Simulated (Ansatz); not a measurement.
## Rh in Ansatz: the effect of functional

Rh:

```
Rh
1.0
     0.00000    1.89785    1.89785
     1.89785    0.00000    1.89785
     1.89785    1.89785    0.00000
Rh
1
Direct
  0.00000 0.00000 0.00000
```

Alike in all runs:

```yaml
Program: Ansatz 0.2.0
Task: projected density of states
Potentials_or_basis: Ansatz PAW
k_mesh: 7 × 7 × 7
Occupations: fermi-dirac, width 0.05 eV
Spin: no spin polarisation
```

Question: One run gave: pressure 20.6 GPa. Which functional did it use?
A. r2SCAN0
B. PBE0
C. RPBE
D. LDA
E. BLYP

Answer: E.

| functional | cutoff | pressure (GPa) |
| --- | --- | --- |
| LDA | 420 eV (not typed: the program's choice for these potentials) | -11.1 |
| PBE | 420 eV (not typed: the program's choice for these potentials) | 6.2 |
| PBEsol | 420 eV (not typed: the program's choice for these potentials) | -5.0 |
| RPBE | 420 eV (not typed: the program's choice for these potentials) | 10.9 |
| revPBE | 420 eV (not typed: the program's choice for these potentials) | 9.6 |
| BLYP | 420 eV (not typed: the program's choice for these potentials) | 20.6 |
| r2SCAN | 500 eV (not typed: the program's choice for these potentials) | 0.0 |
| HSE06 | 420 eV (not typed: the program's choice for these potentials) | -5.1 |
| PBE0 | 420 eV (not typed: the program's choice for these potentials) | -5.0 |
| r2SCAN0 | 500 eV (not typed: the program's choice for these potentials) | -8.9 |

Caveats: all runs use coarse meshes; the PAW data sets come from PBE, with cores solved anew for the run's functional, which leaves a small shift of forces and pressure (some runs); the thresholds are loose for stress (some runs).
